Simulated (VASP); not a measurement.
# LiF in VASP: one cell, several levels of theory

Aim: gap, levels, forces and stress of LiF in the rocksalt structure, under +1.0 % biaxial strain in the (111) plane, free along [111] at fixed geometry. Runs: PBE, r2SCAN. The results are then set beside those of Ansatz 0.2.0 for the same cell.

The runs shown are made with VASP 6.6.1. PAW datasets, plane waves. Computed at 0 K without zero-point motion; spin polarisation is off.

### 1 The cell

The cell comes from an earlier relaxation with r2SCAN in another program, then strained, with the atoms relaxed again.

It is trigonal, R-3m (No. 166); a = 2.849 Å, c = 6.883 Å in the conventional setting, 8.07 Å³ an atom. Near Li stand 6 F at 2.01 Å; near F stand 6 Li at 2.01 Å.

Coordinates:

```cif
data_structure
_symmetry_space_group_name_H-M 'R-3m:H'
_symmetry_Int_Tables_number 166
_cell_length_a 2.8494
_cell_length_b 2.8494
_cell_length_c 6.8828
_cell_angle_alpha 90.000
_cell_angle_beta 90.000
_cell_angle_gamma 120.000
_cell_volume 48.39
loop_
_atom_site_label
_atom_site_type_symbol
_atom_site_symmetry_multiplicity
_atom_site_Wyckoff_symbol
_atom_site_fract_x
_atom_site_fract_y
_atom_site_fract_z
_atom_site_occupancy
Li1 Li 3 a 0.00000 0.00000 0.00000 1
F1 F 3 b 0.33333 0.66667 0.16667 1
```

### 2 Single point with PBE

The input, INCAR:

```
ENCUT = 520.000000
SIGMA = 0.020000
EDIFF = 1.00e-07
GGA = PE
PREC = Accurate
IBRION = -1
ISIF = 2
ISMEAR = -1
NBANDS = 12
NELM = 120
NSW = 0
LASPH = .TRUE.
LCHARG = .FALSE.
LWAVE = .FALSE.
LREAL = .FALSE.
```

The input, KPOINTS:

```
KPOINTS created by Atomic Simulation Environment
0
Gamma
10 10 10
0 0 0
```

The input, KPOINTS_OPT:

```
special points
6
Reciprocal
0.0000000000 0.0000000000 0.0000000000 1
0.5000000000 0.0000000000 0.5000000000 1
0.6250000000 0.2500000000 0.6250000000 1
0.3750000000 0.3750000000 0.7500000000 1
0.5000000000 0.5000000000 0.5000000000 1
0.5000000000 0.2500000000 0.7500000000 1
```

The input, POSCAR:

```
Li F
 1.0000000000000000
    -0.0186235506000000    1.9961969043000001    1.9961969043000001
     1.9961969043000001   -0.0186235506000000    1.9961969043000001
     1.9961969043000001    1.9961969043000001   -0.0186235506000000
 Li  F
   1   1
Cartesian
  0.0000000000000000  0.0000000000000000  0.0000000000000000
  1.9868851289999998  1.9868851289999998  1.9868851289999998
```

Potentials: the recommended PBE PAW datasets, 10 valence electrons in the neutral cell.

Run with:

```
> mpirun -np 1 vasp_std
```

Printed to the terminal (iteration lines stand in OSZICAR):

```text
POSCAR found type information on POSCAR LiF
 POSCAR found :  2 types and       2 ions
 LDA part: xc-table for (Slater+PW92), standard interpolation
 POSCAR, INCAR and KPOINTS ok, starting setup
 FFT: planning ... GRIDC
 FFT: planning ... GRID_SOFT
 FFT: planning ... GRID
 WAVECAR not read
 entering main loop
 Start KPOINTS_OPT (optional k-point list driver)
k-point batch [1-6\6]
```

OSZICAR:

```text
N       E                     dE             d eps       ncg     rms          rms(c)
DAV:   1     0.306753341309E+02    0.30675E+02   -0.54334E+03  2928   0.845E+02
DAV:   2    -0.914252687171E+01   -0.39818E+02   -0.38733E+02  3392   0.186E+02
DAV:   3    -0.101318251444E+02   -0.98930E+00   -0.98619E+00  3636   0.256E+01
DAV:   4    -0.101437544314E+02   -0.11929E-01   -0.11928E-01  3108   0.282E+00
DAV:   5    -0.101438754196E+02   -0.12099E-03   -0.12099E-03  3708   0.219E-01    0.454E+00
DAV:   6    -0.962231371631E+01    0.52156E+00   -0.24828E+00  3124   0.980E+00    0.138E+00
DAV:   7    -0.962653032487E+01   -0.42166E-02   -0.18558E-02  3732   0.120E+00    0.857E-01
DAV:   8    -0.963320669775E+01   -0.66764E-02   -0.14806E-02  3412   0.126E+00    0.109E-01
DAV:   9    -0.963322799581E+01   -0.21298E-04   -0.92586E-04  3228   0.275E-01    0.427E-02
DAV:  10    -0.963331689507E+01   -0.88899E-04   -0.13041E-04  3232   0.898E-02    0.159E-02
DAV:  11    -0.963331577791E+01    0.11172E-05   -0.66605E-06  3436   0.239E-02    0.221E-03
DAV:  12    -0.963331586885E+01   -0.90938E-07   -0.48286E-07  3316   0.593E-03
   1 F= -.96333159E+01 E0= -.96333159E+01  d E =-.682440E-13
       N       E                     dE             ncg
DAV:   1     0.191439336207E+03   -0.33302E+04      144
DAV:   2    -0.103885443318E+03   -0.29532E+03      180
DAV:   3    -0.111415357554E+03   -0.75299E+01      196
DAV:   4    -0.111467831289E+03   -0.52474E-01      176
DAV:   5    -0.111468354799E+03   -0.52351E-03      180
DAV:   6    -0.111468367913E+03   -0.13113E-04      184
DAV:   7    -0.111468368280E+03   -0.36747E-06      184
DAV:   8    -0.111468368289E+03   -0.92156E-08      168
```

The lines after F= are the extra pass for the points of KPOINTS_OPT, at fixed density; their E is not a total energy.

OUTCAR, selected sections:

```text
k-points           NKPTS =    116   k-points in BZ     NKDIM =    116   number of bands    NBANDS=     12

   NELECT =      10.0000    total number of electrons

   dimension x,y,z NGX =    24 NGY =   24 NGZ =   24
   dimension x,y,z NGXF=    48 NGYF=   48 NGZF=   48

  energy-cutoff  :      520.00
  volume of cell :       16.13
      direct lattice vectors                 reciprocal lattice vectors
    -0.018623551  1.996196904  1.996196904    -0.246998033  0.249324107  0.249324107
     1.996196904 -0.018623551  1.996196904     0.249324107 -0.246998033  0.249324107
     1.996196904  1.996196904 -0.018623551     0.249324107  0.249324107 -0.246998033

 k-points in reciprocal lattice and weights: KPOINTS created by Atomic Simulation Env
   0.00000000  0.00000000  0.00000000       0.001
   0.10000000  0.00000000  0.00000000       0.006
   0.20000000  0.00000000  0.00000000       0.006
   0.30000000  0.00000000  0.00000000       0.006
   0.40000000  0.00000000 -0.00000000       0.006
   0.50000000 -0.00000000 -0.00000000       0.003
   0.10000000  0.10000000  0.00000000       0.006
   0.20000000  0.10000000  0.00000000       0.012
[... 108 more k-points ...]

 E-fermi :  -0.3902

 k-point     1 :       0.0000    0.0000    0.0000
  band No.  band energies     occupation
      1     -41.8337      2.00000
      2     -20.9495      2.00000
      3      -0.9650      2.00000
      4      -0.9650      2.00000
      5      -0.8903      2.00000
      6       8.2652      0.00000
      7      23.1413      0.00000
      8      23.1413      0.00000
      9      23.2942      0.00000
     10      23.3527      0.00000
     11      23.3527      0.00000
     12      23.8311      0.00000

 k-point     2 :       0.1000    0.0000    0.0000
  band No.  band energies     occupation
      1     -41.8279      2.00000
      2     -20.9106      2.00000
      3      -1.2477      2.00000
      4      -0.9866      2.00000
      5      -0.9217      2.00000
      6       8.5546      0.00000
      7      20.3854      0.00000
      8      21.8544      0.00000
      9      22.0478      0.00000
     10      24.4242      0.00000
     11      24.6564      0.00000
     12      24.8086      0.00000

 k-point     3 :       0.2000    0.0000    0.0000
  band No.  band energies     occupation
      1     -41.8127      2.00000
      2     -20.8062      2.00000
      3      -1.9424      2.00000
      4      -1.0420      2.00000
      5      -0.9846      2.00000
      6       9.2003      0.00000
      7      17.9316      0.00000
      8      20.3683      0.00000
      9      20.5383      0.00000
     10      25.6524      0.00000
     11      25.7605      0.00000
     12      26.1757      0.00000

 k-point     4 :       0.3000    0.0000    0.0000
  band No.  band energies     occupation
      1     -41.7938      2.00000
      2     -20.6714      2.00000
      3      -2.7136      2.00000
      4      -1.1081      2.00000
      5      -1.0587      2.00000
      6       9.7397      0.00000
      7      16.4740      0.00000
      8      19.1212      0.00000
      9      19.2846      0.00000
     10      27.0235      0.00000
     11      27.4561      0.00000
     12      27.8801      0.00000

 k-point     5 :       0.4000    0.0000   -0.0000
  band No.  band energies     occupation
      1     -41.7785      2.00000
      2     -20.5578      2.00000
      3      -3.2887      2.00000
      4      -1.1597      2.00000
      5      -1.1167      2.00000
      6       9.9165      0.00000
      7      15.9647      0.00000
      8      18.3143      0.00000
      9      18.4781      0.00000
     10      28.6263      0.00000
     11      29.2357      0.00000
     12      29.6461      0.00000

 k-point     6 :       0.5000   -0.0000   -0.0000
  band No.  band energies     occupation
      1     -41.7727      2.00000
      2     -20.5135      2.00000
      3      -3.4997      2.00000
      4      -1.1789      2.00000
      5      -1.1384      2.00000
      6       9.9163      0.00000
      7      15.8993      0.00000
      8      18.0369      0.00000
      9      18.2013      0.00000
     10      29.6914      0.00000
     11      30.1439      0.00000
     12      30.5356      0.00000

[... the tables of k-points 7 to 116 left out ...]

  Total        0.2665836      0.2665836      0.2665836      0.0583535      0.0583535      0.0583535
  in kB       26.4769822     26.4769822     26.4769822      5.7956532      5.7956532      5.7956532
  external PRESSURE =      26.4769822 kB  Pullay stress =       0.0000000 kB

 POSITION                                       TOTAL-FORCE (eV/Angst)
 -----------------------------------------------------------------------------------
      0.00000      0.00000      0.00000        -0.000000     -0.000000     -0.000000
      1.98689      1.98689      1.98689         0.000000      0.000000      0.000000
 -----------------------------------------------------------------------------------
    total drift:                               -0.000000     -0.000000      0.000000

  FREE ENERGIE OF THE ION-ELECTRON SYSTEM (eV)
  ---------------------------------------------------
  free  energy   TOTEN  =        -9.6333158689 eV

  energy  without entropy=       -9.6333158689  energy(sigma->0) =       -9.63331587
```

Hardware: 1 MPI rank of Intel Xeon Platinum 8488C, shared host.

The levels at the points of KPOINTS_OPT are read from vasprun.xml.

Band energies at the special points (eV, zero at the top of v, the last band that the electrons fill by count):

```csv
point,v−1,v,c,c+1
Γ,-0.07,0.00,9.16,24.03
X,-1.11,-1.02,14.88,16.48
U,-1.62,-0.83,14.48,14.98
K,-1.62,-0.83,14.48,14.98
L,-0.32,-0.32,10.74,17.00
W,-2.15,-0.86,15.04,15.17
```

PBE gives a direct gap of 9.16 eV at Γ. The pressure is 2.65 GPa; the forces vanish within 0.01 eV/Å.

### 3 Single point with r2SCAN

The input, INCAR:

```
ENCUT = 520.000000
SIGMA = 0.010000
EDIFF = 1.00e-07
ALGO = Normal
METAGGA = R2SCAN
PREC = Accurate
IBRION = -1
ISIF = 2
ISMEAR = 0
NBANDS = 12
NELM = 120
NSW = 0
LASPH = .TRUE.
LCHARG = .FALSE.
LWAVE = .FALSE.
LREAL = .FALSE.
```

KPOINTS is that of step 2.

KPOINTS_OPT is that of step 2.

POSCAR is that of step 2.

Run with:

```
> mpirun -np 1 vasp_std
```

Standard output, without the iteration lines:

```text
POSCAR found type information on POSCAR LiF
 POSCAR found :  2 types and       2 ions
 -----------------------------------------------------------------------------
|                                                                             |
|                                                                             |
|     You enforced a specific xc type in the INCAR file but a different       |
|     I HOPE YOU KNOW WHAT YOU ARE DOING!                                     |
|                                                                             |
 -----------------------------------------------------------------------------

 LDA part: xc-table for (None), standard interpolation
 POSCAR, INCAR and KPOINTS ok, starting setup
 FFT: planning ... GRIDC
 FFT: planning ... GRID_SOFT
 FFT: planning ... GRID
 WAVECAR not read
 entering main loop
 Start KPOINTS_OPT (optional k-point list driver)
k-point batch [1-6\6]
```

OSZICAR:

```text
N       E                     dE             d eps       ncg     rms          rms(c)
DAV:   1     0.274820234068E+02    0.27482E+02   -0.55555E+03  2928   0.864E+02
DAV:   2    -0.139211628880E+02   -0.41403E+02   -0.40289E+02  3372   0.193E+02
DAV:   3    -0.149614028574E+02   -0.10402E+01   -0.10367E+01  3828   0.268E+01
DAV:   4    -0.149729261844E+02   -0.11523E-01   -0.11522E-01  3172   0.270E+00
DAV:   5    -0.149730505393E+02   -0.12435E-03   -0.12435E-03  3956   0.217E-01    0.389E+00
DAV:   6    -0.119016531235E+02    0.30714E+01   -0.68837E-01  2868   0.611E+00    0.151E+00
DAV:   7    -0.119014986223E+02    0.15450E-03   -0.47581E-01  3316   0.486E+00    0.120E+00
DAV:   8    -0.120359313236E+02   -0.13443E+00   -0.10396E+00  3028   0.695E+00    0.260E+00
DAV:   9    -0.119017106194E+02    0.13422E+00   -0.68893E-01  2936   0.536E+00    0.101E-01
DAV:  10    -0.119009805037E+02    0.73012E-03   -0.58877E-03  3236   0.791E-01    0.116E-01
DAV:  11    -0.119009403684E+02    0.40135E-04   -0.12857E-04  3220   0.108E-01    0.693E-02
DAV:  12    -0.119008602669E+02    0.80101E-04   -0.54422E-04  3164   0.156E-01    0.497E-03
DAV:  13    -0.119008605446E+02   -0.27770E-06   -0.49990E-06  3388   0.210E-02    0.166E-03
DAV:  14    -0.119008608397E+02   -0.29513E-06   -0.10558E-07  3512   0.300E-03    0.828E-04
DAV:  15    -0.119008606182E+02    0.22156E-06   -0.74305E-08  1712   0.198E-03    0.862E-05
DAV:  16    -0.119008605744E+02    0.43739E-07   -0.18715E-09  1556   0.415E-04
   1 F= -.11900861E+02 E0= -.11900861E+02  d E =-.187553E-94
       N       E                     dE             ncg
DAV:   1     0.143801621769E+03   -0.33778E+04      144
DAV:   2    -0.168214345134E+03   -0.31202E+03      180
DAV:   3    -0.176277566513E+03   -0.80632E+01      188
DAV:   4    -0.176358358072E+03   -0.80792E-01      180
DAV:   5    -0.176359296922E+03   -0.93885E-03      204
DAV:   6    -0.176359302730E+03   -0.58077E-05      188
DAV:   7    -0.176359302791E+03   -0.61650E-07      192
```

From OUTCAR:

```text
k-points           NKPTS =    116   k-points in BZ     NKDIM =    116   number of bands    NBANDS=     12

   NELECT =      10.0000    total number of electrons

   dimension x,y,z NGX =    24 NGY =   24 NGZ =   24
   dimension x,y,z NGXF=    48 NGYF=   48 NGZF=   48

  energy-cutoff  :      520.00
  volume of cell :       16.13
      direct lattice vectors                 reciprocal lattice vectors
    -0.018623551  1.996196904  1.996196904    -0.246998033  0.249324107  0.249324107
     1.996196904 -0.018623551  1.996196904     0.249324107 -0.246998033  0.249324107
     1.996196904  1.996196904 -0.018623551     0.249324107  0.249324107 -0.246998033

 k-points in reciprocal lattice and weights: KPOINTS created by Atomic Simulation Env
   0.00000000  0.00000000  0.00000000       0.001
   0.10000000  0.00000000  0.00000000       0.006
   0.20000000  0.00000000  0.00000000       0.006
   0.30000000  0.00000000  0.00000000       0.006
   0.40000000  0.00000000 -0.00000000       0.006
   0.50000000 -0.00000000 -0.00000000       0.003
   0.10000000  0.10000000  0.00000000       0.006
   0.20000000  0.10000000  0.00000000       0.012
[... 108 more k-points ...]

 E-fermi :  -1.3677

 k-point     1 :       0.0000    0.0000    0.0000
  band No.  band energies     occupation
      1     -43.6048      2.00000
      2     -22.6929      2.00000
      3      -1.5867      2.00000
      4      -1.5867      2.00000
      5      -1.5112      2.00000
      6       8.8311      0.00000
      7      23.8881      0.00000
      8      23.8881      0.00000
      9      24.3718      0.00000
     10      24.6368      0.00000
     11      24.6368      0.00000
     12      24.7996      0.00000

 k-point     2 :       0.1000    0.0000    0.0000
  band No.  band energies     occupation
      1     -43.5991      2.00000
      2     -22.6557      2.00000
      3      -1.8612      2.00000
      4      -1.6096      2.00000
      5      -1.5440      2.00000
      6       9.1116      0.00000
      7      21.1257      0.00000
      8      22.9039      0.00000
      9      23.1460      0.00000
     10      25.2964      0.00000
     11      25.6122      0.00000
     12      25.8885      0.00000

 k-point     3 :       0.2000    0.0000    0.0000
  band No.  band energies     occupation
      1     -43.5843      2.00000
      2     -22.5561      2.00000
      3      -2.5434      2.00000
      4      -1.6685      2.00000
      5      -1.6105      2.00000
      6       9.7377      0.00000
      7      18.6072      0.00000
      8      21.3977      0.00000
      9      21.5842      0.00000
     10      26.5131      0.00000
     11      26.7996      0.00000
     12      26.9917      0.00000

 k-point     4 :       0.3000    0.0000    0.0000
  band No.  band energies     occupation
      1     -43.5658      2.00000
      2     -22.4278      2.00000
      3      -3.3085      2.00000
      4      -1.7389      2.00000
      5      -1.6889      2.00000
      6      10.2423      0.00000
      7      17.1682      0.00000
      8      20.0968      0.00000
      9      20.2708      0.00000
     10      28.2077      0.00000
     11      28.2590      0.00000
     12      28.6555      0.00000

 k-point     5 :       0.4000    0.0000   -0.0000
  band No.  band energies     occupation
      1     -43.5509      2.00000
      2     -22.3200      2.00000
      3      -3.8823      2.00000
      4      -1.7940      2.00000
      5      -1.7504      2.00000
      6      10.3778      0.00000
      7      16.7159      0.00000
      8      19.2517      0.00000
      9      19.4251      0.00000
     10      29.8974      0.00000
     11      30.0399      0.00000
     12      30.4684      0.00000

 k-point     6 :       0.5000   -0.0000   -0.0000
  band No.  band energies     occupation
      1     -43.5453      2.00000
      2     -22.2781      2.00000
      3      -4.0932      2.00000
      4      -1.8146      2.00000
      5      -1.7735      2.00000
      6      10.3595      0.00000
      7      16.6799      0.00000
      8      18.9607      0.00000
      9      19.1334      0.00000
     10      30.9806      0.00000
     11      30.9893      0.00000
     12      31.3980      0.00000

[... the tables of k-points 7 to 116 left out ...]

  Total       -0.2001536     -0.2001536     -0.2001536      0.0623077      0.0623077      0.0623077
  in kB      -19.8791831    -19.8791831    -19.8791831      6.1883780      6.1883780      6.1883780
  external PRESSURE =     -19.8791831 kB  Pullay stress =       0.0000000 kB

 POSITION                                       TOTAL-FORCE (eV/Angst)
 -----------------------------------------------------------------------------------
      0.00000      0.00000      0.00000        -0.000000      0.000000     -0.000000
      1.98689      1.98689      1.98689         0.000000     -0.000000      0.000000
 -----------------------------------------------------------------------------------
    total drift:                               -0.000000     -0.000000      0.000000

  FREE ENERGIE OF THE ION-ELECTRON SYSTEM (eV)
  ---------------------------------------------------
  free  energy   TOTEN  =       -11.9008605744 eV

  energy  without entropy=      -11.9008605744  energy(sigma->0) =      -11.90086057
```

Hardware: 1 MPI rank of Intel Xeon Platinum 8488C, shared host.

The levels at the points of KPOINTS_OPT are read from vasprun.xml.

Near the gap, in eV above the top of the last filled band v; c is the band after it:

```csv
point,v−1,v,c,c+1
Γ,-0.08,0.00,10.34,25.40
X,-1.12,-1.03,16.13,17.45
U,-1.61,-0.85,15.63,16.21
K,-1.61,-0.85,15.63,16.21
L,-0.34,-0.34,11.79,18.40
W,-2.16,-0.86,16.24,16.37
```

The r2SCAN gap is 10.34 eV, direct at Γ. The pressure is -1.99 GPa; the forces vanish within 0.01 eV/Å.

### 4 What came out

```
 level  gap (eV)  pressure (GPa)  Ansatz: gap (eV)  Ansatz: pressure (GPa)
   PBE      9.16            2.65              9.15                    3.12
r2SCAN     10.34           -1.99             10.13                   -1.16
```

**Reading.** The gap spans 9.16 eV (PBE) to 10.34 eV (r2SCAN). The pressure is highest with PBE (2.6 GPa) and lowest with r2SCAN (-2.0 GPa), which orders the cells that they would relax to. The two programs agree on the gap within 0.22 eV, far less than the spread between functionals. Each program uses its own PAW datasets and cutoff.
